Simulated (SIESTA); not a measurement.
Crystal: ZnS (Wurtzite-2H).

```
CELL_PARAMETERS angstrom
3.81100 0.00000 0.00000
-1.90550 3.30042 0.00000
0.00000 0.00000 6.23400
ATOMIC_POSITIONS crystal
Zn 0.66667 0.33333 0.50000
Zn 0.33333 0.66667 0.00000
S 0.66667 0.33333 0.88500
S 0.33333 0.66667 0.38500
```

Base run:

| Quantity | Value |
| --- | --- |
| Program | SIESTA 5.4.2 |
| Functional | PBEsol |
| Potentials or basis | PseudoDojo 0.4 standard (PBEsol files) |
| Basis | DZP (energy shift 0.003 Ry; two zetas on semicore shells) |
| Grid cutoff | 800 Ry |
| Energy shift | 0.003 Ry |
| k mesh | 8 × 8 × 5 |
| Occupations | fermi-dirac, width 0.05 eV |
| Spin | no spin polarisation |

Its results: band gap on the k mesh 2.48 eV, direct; pressure -0.6 GPa; largest force 0.346 eV/Å.

**Question.** After a change of settings the same cell gave: band gap on the k mesh 2.57 eV, direct; pressure 3.4 GPa; largest force 0.357 eV/Å. Which change was it?
A. functional from PBEsol to RPBE; potentials or basis from PseudoDojo 0.4 standard (PBEsol files) to PseudoDojo 0.4 standard (PBE files)
B. functional from PBEsol to BLYP; potentials or basis from PseudoDojo 0.4 standard (PBEsol files) to PseudoDojo 0.4 standard (PBE files)
C. functional from PBEsol to PBE; potentials or basis from PseudoDojo 0.4 standard (PBEsol files) to SG15 1.2 (PBE files) or PseudoDojo by element

**Answer.** C.

Caveats: the basis of atomic orbitals isn't converged, which shifts pressures, moduli and gaps; short orbitals over semicore shells can move pressures by several GPa (some runs); the valence orbitals were made in a potential fitted to the semicore shell under them, which widens gaps by tenths of an eV or more (some runs).
